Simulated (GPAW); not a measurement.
# GaN (F-43m) in GPAW: a series of runs

One crystal, GaN, is run at these levels: PBE, rSCAN+D4; tasks: equation of state.

Everything below comes from runs of GPAW 26.7.0. Logs are shortened: lines on timing, memory, paths and dates and some standing lists are left out, and cuts for length are marked. The log counts tension as positive stress, the text compression.

**1. The crystal as given**

It takes space group F-43m (No. 216, cubic). Conventional cell: a = 4.507 Å, b = 4.507 Å, c = 4.507 Å, α = 90.00°, β = 90.00°, γ = 90.00°. Ga (site symmetry -43m) has 4 N at 1.95 Å as nearest neighbours. N (site symmetry -43m) is surrounded by 4 Ga at 1.95 Å.

The cell is a database's computed one.

**2. Equation of state, PBE**

The input, run.py:

```python
import spglib
from ase import Atoms
from ase.eos import EquationOfState
from ase.io import Trajectory, read
from ase.units import GPa
from gpaw import GPAW

atoms = read('GaN.cif')
cell, positions, numbers = spglib.find_primitive(
    (atoms.cell[:], atoms.get_scaled_positions(), atoms.numbers), symprec=1e-4)
atoms = Atoms(numbers, cell=cell, scaled_positions=positions, pbc=True)

traj = Trajectory('eos.traj', 'w')
volumes, energies = [], []
for x in [0.94, 0.96, 0.98, 1.0, 1.02, 1.04, 1.06]:
    a = atoms.copy()
    a.set_cell(atoms.cell * x**(1 / 3), scale_atoms=True)
    calc = GPAW(mode='lcao',
                h=0.18,
                basis='szp(dzp)',
                xc='PBE',
                kpts={'size': (10, 10, 10), 'gamma': True},
                occupations={'name': 'fermi-dirac', 'width': 0.05},
                convergence={'density': 1e-05, 'energy': 1e-05},
                maxiter=150,
                txt=f'eos-{x:.2f}.txt')
    a.calc = calc
    energies.append(a.get_potential_energy(force_consistent=True))
    volumes.append(a.get_volume())
    calc.write(f'eos-{x:.2f}.gpw')
    traj.write(a)
    print(f'{x:.2f} {volumes[-1]:10.4f} A^3 {energies[-1]:14.6f} eV', flush=True)

v0, e0, B = EquationOfState(volumes, energies, eos='birchmurnaghan').fit()
print(f'V0 = {v0:.4f} A^3, E0 = {e0:.6f} eV, B0 = {B / GPa:.2f} GPa')
```

The input, GaN.cif:

```cif
data_GaN
_cell_length_a 4.50700122
_cell_length_b 4.50700122
_cell_length_c 4.50700122
_cell_angle_alpha 90.00000000
_cell_angle_beta 90.00000000
_cell_angle_gamma 90.00000000
_space_group_name_H-M_alt 'F-43m'
_space_group_name_Hall 'F -4 2 3'
_space_group_IT_number 216
loop_
_space_group_symop_operation_xyz
'x,y,z'
'y,-x,-z'
'-x,-y,z'
'-y,x,-z'
'x,-y,-z'
'y,x,z'
'-x,y,-z'
'-y,-x,z'
'z,x,y'
'-z,y,-x'
'z,-x,-y'
'-z,-y,x'
'-z,x,-y'
'z,y,x'
'-z,-x,y'
'z,-y,-x'
'y,z,x'
'-x,-z,y'
'-y,z,-x'
'x,-z,-y'
'-y,-z,x'
'x,z,y'
'y,-z,-x'
'-x,z,-y'
'x,y+1/2,z+1/2'
'y,-x+1/2,-z+1/2'
'-x,-y+1/2,z+1/2'
'-y,x+1/2,-z+1/2'
'x,-y+1/2,-z+1/2'
'y,x+1/2,z+1/2'
'-x,y+1/2,-z+1/2'
'-y,-x+1/2,z+1/2'
'z,x+1/2,y+1/2'
'-z,y+1/2,-x+1/2'
'z,-x+1/2,-y+1/2'
'-z,-y+1/2,x+1/2'
'-z,x+1/2,-y+1/2'
'z,y+1/2,x+1/2'
'-z,-x+1/2,y+1/2'
'z,-y+1/2,-x+1/2'
'y,z+1/2,x+1/2'
'-x,-z+1/2,y+1/2'
'-y,z+1/2,-x+1/2'
'x,-z+1/2,-y+1/2'
'-y,-z+1/2,x+1/2'
'x,z+1/2,y+1/2'
'y,-z+1/2,-x+1/2'
'-x,z+1/2,-y+1/2'
'x+1/2,y,z+1/2'
'y+1/2,-x,-z+1/2'
'-x+1/2,-y,z+1/2'
'-y+1/2,x,-z+1/2'
'x+1/2,-y,-z+1/2'
'y+1/2,x,z+1/2'
'-x+1/2,y,-z+1/2'
'-y+1/2,-x,z+1/2'
'z+1/2,x,y+1/2'
'-z+1/2,y,-x+1/2'
'z+1/2,-x,-y+1/2'
'-z+1/2,-y,x+1/2'
'-z+1/2,x,-y+1/2'
'z+1/2,y,x+1/2'
'-z+1/2,-x,y+1/2'
'z+1/2,-y,-x+1/2'
'y+1/2,z,x+1/2'
'-x+1/2,-z,y+1/2'
'-y+1/2,z,-x+1/2'
'x+1/2,-z,-y+1/2'
'-y+1/2,-z,x+1/2'
'x+1/2,z,y+1/2'
'y+1/2,-z,-x+1/2'
'-x+1/2,z,-y+1/2'
'x+1/2,y+1/2,z'
'y+1/2,-x+1/2,-z'
'-x+1/2,-y+1/2,z'
'-y+1/2,x+1/2,-z'
'x+1/2,-y+1/2,-z'
'y+1/2,x+1/2,z'
'-x+1/2,y+1/2,-z'
'-y+1/2,-x+1/2,z'
'z+1/2,x+1/2,y'
'-z+1/2,y+1/2,-x'
'z+1/2,-x+1/2,-y'
'-z+1/2,-y+1/2,x'
'-z+1/2,x+1/2,-y'
'z+1/2,y+1/2,x'
'-z+1/2,-x+1/2,y'
'z+1/2,-y+1/2,-x'
'y+1/2,z+1/2,x'
'-x+1/2,-z+1/2,y'
'-y+1/2,z+1/2,-x'
'x+1/2,-z+1/2,-y'
'-y+1/2,-z+1/2,x'
'x+1/2,z+1/2,y'
'y+1/2,-z+1/2,-x'
'-x+1/2,z+1/2,-y'
loop_
_atom_site_label
_atom_site_type_symbol
_atom_site_symmetry_multiplicity
_atom_site_Wyckoff_symbol
_atom_site_fract_x
_atom_site_fract_y
_atom_site_fract_z
_atom_site_occupancy
Ga1 Ga 4 a 0.0000000000 0.0000000000 0.0000000000 1
N1 N 4 d 0.2500000000 0.2500000000 0.7500000000 1
```

Potentials or basis: GPAW PAW data sets (gpaw-data 1.2.1), lcao:szp(dzp).

Launch:

```bash
$ OMP_NUM_THREADS=1 python run.py
```

Output:

```text
__  _  _
 | _ |_)|_||  |
 |__||  | ||/\| - 26.7.0

Input parameters:
  mode=LCAO(),
  basis={'default': 'szp(dzp)'},
  convergence={'density': 1e-05, 'energy': 1e-05},
  h=0.18,
  kpts=MonkhorstPack(size=(10, 10, 10), gamma=True),
  maxiter=150,
  occupations=Occupations(name='fermi-dirac', width=0.05),
  xc=XC(name='PBE')

                 N

       Ga

Atoms  # Å, Bohr magnetons
|   | symbol |        x |        y |        z |    initial magnetic moments |
|---|--------|----------|----------|----------|-----------------------------|
| 0 |     Ga | 0.000000 | 0.000000 | 0.000000 | ( 0.0000,  0.0000,  0.0000) |
| 1 |      N | 3.311247 | 3.311247 | 3.311247 | ( 0.0000,  0.0000,  0.0000) |

Unit cell  # Å
| periodic |        x |        y |        z |  lengths |    angles |
|----------|----------|----------|----------|----------|-----------|
|      yes | 0.000000 | 2.207498 | 2.207498 | 3.121873 | 60.000000 |
|      yes | 2.207498 | 0.000000 | 2.207498 | 3.121873 | 60.000000 |
|      yes | 2.207498 | 2.207498 | 0.000000 | 3.121873 | 60.000000 |

Number of symmetries: 24
Symmetry operations  # r_c * U_cc + t_c -> r_c
|    | kind |            matrix            |
|----|------|------------------------------|
|  0 |  E   |  1, 0, 0,  0, 1, 0,  0, 0, 1 |
|  1 |  σ   |  1, 0, 0,  0, 0, 1,  0, 1, 0 |
|  2 |  σ   |  1, 0,-1,  0, 1,-1,  0, 0,-1 |
|  3 |  C3  |  1, 0,-1,  0, 0,-1,  0, 1,-1 |
|  4 |  C3  |  1,-1, 0,  0,-1, 1,  0,-1, 0 |
|  5 |  σ   |  1,-1, 0,  0,-1, 0,  0,-1, 1 |
|  6 |  σ   |  0, 1, 0,  1, 0, 0,  0, 0, 1 |
|  7 |  C3  |  0, 1, 0,  0, 0, 1,  1, 0, 0 |
|  8 |  C2  |  0, 1,-1,  1, 0,-1,  0, 0,-1 |
|  9 |  S4  |  0, 1,-1,  0, 0,-1,  1, 0,-1 |
| 10 |  C3  |  0, 0, 1,  1, 0, 0,  0, 1, 0 |
| 11 |  σ   |  0, 0, 1,  0, 1, 0,  1, 0, 0 |
| 12 |  S4  |  0, 0,-1,  1, 0,-1,  0, 1,-1 |
| 13 |  C3  |  0, 0,-1,  0, 1,-1,  1, 0,-1 |
| 14 |  S4  |  0,-1, 1,  1,-1, 0,  0,-1, 0 |
| 15 |  C2  |  0,-1, 1,  0,-1, 0,  1,-1, 0 |
| 16 |  C3  |  0,-1, 0,  1,-1, 0,  0,-1, 1 |
| 17 |  S4  |  0,-1, 0,  0,-1, 1,  1,-1, 0 |
| 18 |  S4  | -1, 1, 0, -1, 0, 1, -1, 0, 0 |
| 19 |  C3  | -1, 1, 0, -1, 0, 0, -1, 0, 1 |
| 20 |  C3  | -1, 0, 1, -1, 1, 0, -1, 0, 0 |
| 21 |  S4  | -1, 0, 1, -1, 0, 0, -1, 1, 0 |
| 22 |  σ   | -1, 0, 0, -1, 1, 0, -1, 0, 1 |
| 23 |  C2  | -1, 0, 0, -1, 0, 1, -1, 1, 0 |

BZ-sampling:
  Number of BZ points: 1000
  Number of IBZ points: 47

  Monkhorst-Pack size: [10, 10, 10]
  Monkhorst-Pack shift: [0.05, 0.05, 0.05]

K-points  # in reciprocal-cell coordinates
|     |                                coordinates |     weight |
|-----|--------------------------------------------|------------|
|   0 | (  0.00000000,   0.00000000,   0.00000000) | 0.00100000 |
|   1 | (  0.10000000,   0.10000000,   0.00000000) | 0.00600000 |
|   2 | (  0.10000000,   0.10000000,   0.10000000) | 0.00800000 |
|   3 | (  0.20000000,   0.10000000,   0.10000000) | 0.01200000 |
|   4 | (  0.20000000,   0.20000000,   0.00000000) | 0.00600000 |
|   5 | (  0.20000000,   0.20000000,   0.10000000) | 0.02400000 |
|   6 | (  0.20000000,   0.20000000,   0.20000000) | 0.00800000 |
|   7 | (  0.30000000,   0.20000000,   0.10000000) | 0.02400000 |
|   8 | (  0.30000000,   0.20000000,   0.20000000) | 0.02400000 |
|   9 | (  0.30000000,   0.30000000,   0.00000000) | 0.00600000 |
| ... |                                            |            |
|  46 | (  0.50000000,   0.50000000,   0.50000000) | 0.00400000 |

basis functions: 18
Spin-components: 1 (collinear spins)
Bands:           8
Projectors:      10
Spin-degeneracy: 2
Datatype:        <class 'complex'>

Parallelization:
  kpt:    1
  domain: 1
  band:   1

Density:
  Valence electrons: 8.0
  Components: 1
  Grid points: [16 16 16]
  Charge: 0.0  # |e|

Potential:
  Grid points: [16 16 16]

species:
  Ga:
    name:    Gallium
    Z:       31.0
    valence: 3
    core:    28
    charge:  0.0  # [|e|]
    compensation charges:
      type: gauss
      rc: 0.37  # [Å]
      lmax: 2
    cutoffs:
      filter: 2.06  # [Å]
      core: 4.17  # [Å]
    projectors
    | kind |    occ | energy [eV] | rcut [Å] |
    |------|--------|-------------|----------|
[... 120 lines left out ...]
| 22 |  σ   | -1, 0, 0, -1, 1, 0, -1, 0, 1 |
| 23 |  C2  | -1, 0, 0, -1, 0, 1, -1, 1, 0 |

BZ-sampling:
  Number of BZ points: 1000
  Number of IBZ points: 47

  Monkhorst-Pack size: [10, 10, 10]
  Monkhorst-Pack shift: [0.05, 0.05, 0.05]

K-points  # in reciprocal-cell coordinates
|     |                                coordinates |     weight |
|-----|--------------------------------------------|------------|
|   0 | (  0.00000000,   0.00000000,   0.00000000) | 0.00100000 |
|   1 | (  0.10000000,   0.10000000,   0.00000000) | 0.00600000 |
|   2 | (  0.10000000,   0.10000000,   0.10000000) | 0.00800000 |
|   3 | (  0.20000000,   0.10000000,   0.10000000) | 0.01200000 |
|   4 | (  0.20000000,   0.20000000,   0.00000000) | 0.00600000 |
|   5 | (  0.20000000,   0.20000000,   0.10000000) | 0.02400000 |
|   6 | (  0.20000000,   0.20000000,   0.20000000) | 0.00800000 |
|   7 | (  0.30000000,   0.20000000,   0.10000000) | 0.02400000 |
|   8 | (  0.30000000,   0.20000000,   0.20000000) | 0.02400000 |
|   9 | (  0.30000000,   0.30000000,   0.00000000) | 0.00600000 |
| ... |                                            |            |
|  46 | (  0.50000000,   0.50000000,   0.50000000) | 0.00400000 |

basis functions: 18
Spin-components: 1 (collinear spins)
Bands:           8
Projectors:      10
Spin-degeneracy: 2
Datatype:        <class 'complex'>

Parallelization:
  kpt:    1
  domain: 1
  band:   1

Density:
  Valence electrons: 8.0
  Components: 1
  Grid points: [16 16 16]
  Charge: 0.0  # |e|

Potential:
  Grid points: [16 16 16]

species:
  Ga:
    name:    Gallium
    Z:       31.0
    valence: 3
    core:    28
    charge:  0.0  # [|e|]
    compensation charges:
      type: gauss
      rc: 0.37  # [Å]
      lmax: 2
    cutoffs:
      filter: 2.06  # [Å]
      core: 4.17  # [Å]
    projectors
    | kind |    occ | energy [eV] | rcut [Å] |
    |------|--------|-------------|----------|
    |   4s |  2.000 |      -8.945 |    1.164 |
    |   4p |  1.000 |      -2.580 |    1.164 |
    |    s |        |      18.266 |    1.164 |
    |    p |        |      24.631 |    1.164 |
    |    d |        |       0.000 |    1.164 |

    LCAO basis set for Ga:
      Name: szp(dzp)
      File: <dir>
      Number of radial functions: 3
      Number of spherical harmonics: 9
        l=0, rc=7.2656 Bohr: 4s-sz confined orbital
        l=1, rc=10.3438 Bohr: 4p-sz confined orbital
        l=2, rc=10.3438 Bohr: d-type Gaussian polarization
      Number of RI-basis functions 0

  N:
    name:    Nitrogen
    Z:       7.0
    valence: 5
    core:    2
    charge:  0.0  # [|e|]
    compensation charges:
      type: gauss
      rc: 0.18  # [Å]
      lmax: 2
    cutoffs:
      filter: 1.11  # [Å]
      core: 0.96  # [Å]
    projectors
    | kind |    occ | energy [eV] | rcut [Å] |
    |------|--------|-------------|----------|
    |   2s |  2.000 |     -18.583 |    0.603 |
    |   2p |  3.000 |      -7.089 |    0.529 |
    |    s |        |       8.629 |    0.603 |
    |    p |        |      20.123 |    0.529 |
    |    d |        |       0.000 |    0.577 |

    LCAO basis set for N:
      Name: szp(dzp)
      File: <dir>
      Number of radial functions: 3
      Number of spherical harmonics: 9
        l=0, rc=4.8594 Bohr: 2s-sz confined orbital
        l=1, rc=6.0625 Bohr: 2p-sz confined orbital
        l=2, rc=6.0625 Bohr: d-type Gaussian polarization
      Number of RI-basis functions 0

Reference energy: -54366.393033  # eV

eigensolver:
  <gpaw.new.lcao.eigensolver.LCAOEigensolver object>
density mixing:
  MSR1-Mixer
  Pratt-step length: 0.05
  Maximum mixing coefficient: 0.75
  Old densities: 10
  SVD Regularization: 0.005
  Good broyden scale: 1.0
  Trust region scale: 1.0
  Backstep threshold: 4.0
  History deletion threshold: 6.0
  Fourier metric: weight=20.0, sigma=0.015

occupation numbers:
  Fermi-Dirac:
    width: 0.0500  # eV

FastPoissonSolver using
    Stencil: 12*3+1=37 point O(h^6) finite-difference Laplacian
    FFT axes: [np.int64(0), np.int64(1), np.int64(2)]
    FST axes: []

xc functional:
  name: PBE with 2 nearest neighbor stencil
interpolation: tri-quintic # 5. degree polynomial

convergence criteria:
- Maximum integral of absolute [dens]ity change: 1e-05 electrons / valence electron
- Maximum [total energy] change in last 3 cyles: 1e-05 eV / valence electron
- Maximum integral of absolute [eigenst]ate change: 4e-08 eV^2 / valence electron
maximum number of iterations: 150

SCF iterations
|iter     | |      energy | eigst |  dens |
|---------|-|-------------|-------|-------|
|iter:   1| |  -12.320347 |      c|       |
|iter:   2| |  -11.949889 |      c| -0.63 |
|iter:   3| |  -10.891433 |      c| -0.68 |
|iter:   4| |  -10.885890 |      c| -1.45 |
|iter:   5| |  -10.884438 |      c| -1.72 |
|iter:   6| |  -10.884445 |      c| -3.58 |
|iter:   7| |  -10.884450c|      c| -3.91 |
|iter:   8| |  -10.884451c|      c| -5.40c|

Converged in 8 steps
Energy contributions relative to reference atoms: (reference = -54366.393033)

Energy contributions:
  Kinetic:          64.979525
  Coulomb:         -57.009375
  Zero:              0.495314
  External:          0.000000
  Xc:              -19.349915
  Entropy:          -0.000000
  Spinorbit:         0.000000
  ----------------------------
  Free energy:     -10.884451
  Extrapolated:    -10.884451

dipole moment: (-9.775247, -9.775247, -9.775247)  # |e|*Ang

Fermi level: 8.747
Eigenvalues  # (at kpt = [0.000, 0.000, 0.000])
| band index |      eig [eV] | occ [0-2] |
|------------|---------------|-----------|
|          0 |        -9.216 |     2.000 |
|          1 |         7.407 |     2.000 |
|          2 |         7.407 |     2.000 |
|          3 |         7.419 |     2.000 |
|          4 |         9.917 |     0.000 |
|          5 |        18.497 |     0.000 |
|          6 |        18.497 |     0.000 |
|          7 |        18.497 |     0.000 |

Gap: 2.498 eV
Transition (v -> c):
  (s=0, k=0, n=3, [0.00, 0.00, 0.00]) -> (s=0, k=0, n=4, [0.00, 0.00, 0.00])
No difference between direct/indirect transitions
# Writing to eos-0.94.gpw (mode='')
```

Wall time 8 min (1 thread of AMD EPYC 9R45 (Zen 5), shared host); peak memory 0.24 GiB.

The run converged, but some of its settings lie outside the range that counts as converged, so its numbers aren't taken as properties of the crystal.

What came out:

- Equilibrium volume: 12.35 Å³/atom (rough: see the caveat)
- Bulk modulus: 206 GPa (rough)

Caveat: the data sets keep Ga 3d, Li 1s and Be 1s frozen, and some such compounds lay over 1.5 % in volume off other programs; the minimum lies outside the volumes run; the basis of atomic orbitals isn't converged, which shifts pressures, moduli and gaps.

**3. Equation of state, rSCAN+D4**

The input, run.py:

```python
from ase import Atoms
from ase.calculators.mixing import SumCalculator
from ase.eos import EquationOfState
from ase.io import Trajectory
from ase.units import GPa
from dftd4.ase import DFTD4
from gpaw import GPAW, PW

atoms = Atoms(['Ga', 'N'],
              cell=[[0.0, 2.2535006075, 2.2535006075],
                    [2.2535006075, 0.0, 2.2535006075],
                    [2.2535006075, 2.2535006075, 0.0]],
              scaled_positions=[[0.0, 0.0, 0.0],
                                [0.25, 0.25, 0.25]],
              pbc=True)

traj = Trajectory('eos.traj', 'w')
volumes, energies = [], []
for x in [0.94, 0.96, 0.98, 1.0, 1.02, 1.04, 1.06]:
    a = atoms.copy()
    a.set_cell(atoms.cell * x**(1 / 3), scale_atoms=True)
    calc = GPAW(mode=PW(800),
                xc='MGGA_X_RSCAN+MGGA_C_RSCAN',
                kpts={'size': (10, 10, 10), 'gamma': True},
                occupations={'name': 'fermi-dirac', 'width': 0.05},
                nbands=11,
                convergence={'density': 1e-05, 'energy': 1e-05},
                maxiter=150,
                txt=f'eos-{x:.2f}.txt')
    a.calc = SumCalculator([calc, DFTD4(method='rscan')])
    energies.append(a.get_potential_energy())
    volumes.append(a.get_volume())
    p = -a.get_stress()[:3].mean() / GPa
    calc.write(f'eos-{x:.2f}.gpw')
    traj.write(a)
    print(f'{x:.2f} {volumes[-1]:10.4f} A^3 {energies[-1]:14.6f} eV {p:9.3f} GPa', flush=True)

v0, e0, B = EquationOfState(volumes, energies, eos='birchmurnaghan').fit()
print(f'V0 = {v0:.4f} A^3, E0 = {e0:.6f} eV, B0 = {B / GPa:.2f} GPa')
```

Potentials or basis: GPAW PAW data sets (gpaw-data 1.2.1), pw.

Launch:

```bash
$ OMP_NUM_THREADS=1 python run.py
```

Wall time 1.9 min (1 thread of AMD EPYC 9R45 (Zen 5), shared host); peak memory 0.52 GiB.

The run converged. Its results:

| Item | Value |
| --- | --- |
| Equilibrium volume | 11.58 Å³/atom (rough: see the caveat) |
| Bulk modulus | 220 GPa (rough) |

Energy against volume, from the lowest point:
```
volume (Å³/atom)  energy (meV/atom)
          10.757              45.41
          10.986              22.44
          11.215               7.85
          11.444               0.64
          11.673               0.00
          11.902               5.44
          12.131              16.10
```

Caveat: the data sets keep Ga 3d, Li 1s and Be 1s frozen, and some such compounds lay over 1.5 % in volume off other programs; the points scatter about the fit; the PAW data sets were made with another functional, which shifts forces and pressure a little.
